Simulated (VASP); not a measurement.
Crystal: WS2.

```
CELL_PARAMETERS angstrom
0.00000 3.00794 3.00794
3.00794 0.00000 3.00794
3.00794 3.00794 0.00000
ATOMIC_POSITIONS crystal
W 0.00000 0.00000 0.00000
S 0.25000 0.25000 0.25000
S 0.75000 0.75000 0.75000
```

Measurements of this composition are mostly on another form, of space group No. 194.

Base run:

```yaml
Program: VASP 6.6.1
Functional: PBE
Potentials_or_basis: VASP PAW PBE potentials, release 64 (W_sv, S)
Cutoff: 520 eV
k_mesh: 6 × 6 × 6
Occupations: gaussian, width 0.05 eV
Spin: no spin polarisation
Hubbard_terms: W d U = 2 eV
```

Its results: band gap on the k mesh none (metal or under the smearing width); pressure -8.0 GPa.

Q: The run is repeated on the same cell with these changes: spin from no spin polarisation to collinear spin, random start; hubbard terms from W d U = 2 eV to W d U = 4 eV. What comes out?

A: Band gap on the k mesh none (metal or under the smearing width); pressure 0.8 GPa; net moment 1.97 μB per cell; site moments W +1.76; S -0.09 μB.

Several settings changed at once, so the effect can't be laid on one alone.

Caveats: U without spin polarisation on a metal has little footing (some runs).

Not every run made on this cell is shown here.
